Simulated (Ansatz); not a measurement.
This guess for RbH2 is about to be relaxed.

```cif
data_structure
_symmetry_space_group_name_H-M 'Cccm'
_symmetry_Int_Tables_number 66
_cell_length_a 4.9539
_cell_length_b 4.9803
_cell_length_c 5.3000
_cell_angle_alpha 90.000
_cell_angle_beta 90.000
_cell_angle_gamma 90.000
_cell_volume 130.76
loop_
_atom_site_label
_atom_site_type_symbol
_atom_site_symmetry_multiplicity
_atom_site_Wyckoff_symbol
_atom_site_fract_x
_atom_site_fract_y
_atom_site_fract_z
_atom_site_occupancy
Rb1 Rb 4 f 0.25000 0.25000 0.50000 1
H1 H 8 g 0.78452 0.00000 0.25000 1
```

All numbers below come from Ansatz 0.2.0, DFT PBE, scalar-relativistic, plane waves, PAW. Cutoff 420 eV, Gaussian smearing, Γ-centred meshes. Cell and atoms relax first on a coarse mesh and then on a finer one. In between, the cell is made exact in the group found at 0.06 Å. In metals the finer mesh still leaves noise of several meV/atom or more. The steps can't lower the symmetry of their start. No spin polarisation.

A guess keeps its type if space group and coordination stay and the shape of the cell changes little (axis ratios within about 15 %, angles within 6°); the volume may change.

Task: Does this structure survive the relaxation?

Result: It doesn't keep its type. The symmetry stays Cccm (No. 66). The volume per atom grows by 231.0 %, from 10.9 to 36.1 Å³. The shortest distance goes from 1.83 Å (Rb–H) to 0.77 Å (H–H). The end holds H–H pairs as short as in free H₂ molecules (shortest 0.77 Å). Counting neighbours within 15 % of an atom's shortest distance, the start has H 2, Rb 4 and the end H 1, Rb 4. In detail, at the end Rb is surrounded by 4 H at 3.24 Å and 4 H at 3.75 Å; around H lie 1 H at 0.77 Å, 2 H at 2.59 Å, 2 H at 2.70 Å, 2 Rb at 3.24 Å and 2 Rb at 3.75 Å.

```cif
data_structure
_symmetry_space_group_name_H-M 'Cccm'
_symmetry_Int_Tables_number 66
_cell_length_a 9.0087
_cell_length_b 9.2932
_cell_length_c 5.1703
_cell_angle_alpha 90.000
_cell_angle_beta 90.000
_cell_angle_gamma 90.000
_cell_volume 432.86
loop_
_atom_site_label
_atom_site_type_symbol
_atom_site_symmetry_multiplicity
_atom_site_Wyckoff_symbol
_atom_site_fract_x
_atom_site_fract_y
_atom_site_fract_z
_atom_site_occupancy
Rb1 Rb 4 f 0.25000 0.75000 0.00000 1
H1 H 8 h 0.50000 0.45851 0.75000 1
```

Formation energies are uncorrected and refer to the elements' standard structures at the same level (H₂ as a molecule).

Task: At what energy does it end?

Result: +0.05 eV/atom. It can't be a ground state, since the elements alone are lower.

The last run used a 6×6×8 mesh (in the run's order of axes) for its 6-atom cell and Gaussian smearing of 0.10 eV. With hydrogen, zero-point motion can shift formation energies by some tens of meV/atom. A structure relaxed within its symmetry needn't be a true minimum.
